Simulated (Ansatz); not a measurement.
Crystal: SrCl2.

```
Sr Cl
1.0
     0.00000    3.48835    3.48835
     3.48835    0.00000    3.48835
     3.48835    3.48835    0.00000
Sr Cl
1 2
Cartesian
  0.0000 0.0000 0.0000
  5.2325 5.2325 5.2325
  1.7442 1.7442 1.7442
```

Base run:

```yaml
Program: Ansatz 0.2.0
Functional: PBE
Potentials_or_basis: all-electron LAPW, scalar-relativistic
Cutoff: 156 eV
Density_cutoff: 624 eV
Basis_error_allowed: 0.001 eV/atom
k_mesh: 7 × 7 × 7
Occupations: fermi-dirac, width 0.05 eV
Spin: no spin polarisation
```

Its results: band gap on the k mesh 5.38 eV, indirect (least direct gap 5.68 eV); pressure 1.0 GPa.

Q: After a change of settings the same cell gave: band gap on the k mesh 5.18 eV, indirect (least direct gap 5.48 eV); pressure -1.1 GPa. Which change was it?
A. functional from PBE to PBEsol
B. basis error allowed from 0.001 eV/atom to 0.002 eV/atom
C. functional from PBE to LDA; basis error allowed from 0.001 eV/atom to 0.002 eV/atom

A: A.

PBEsol binds more tightly than PBE, so the same cell stands under less pressure.

Caveats: an odd mesh through Γ misses points on the zone boundary, where band edges often lie.

Not every run made on this cell is shown here.
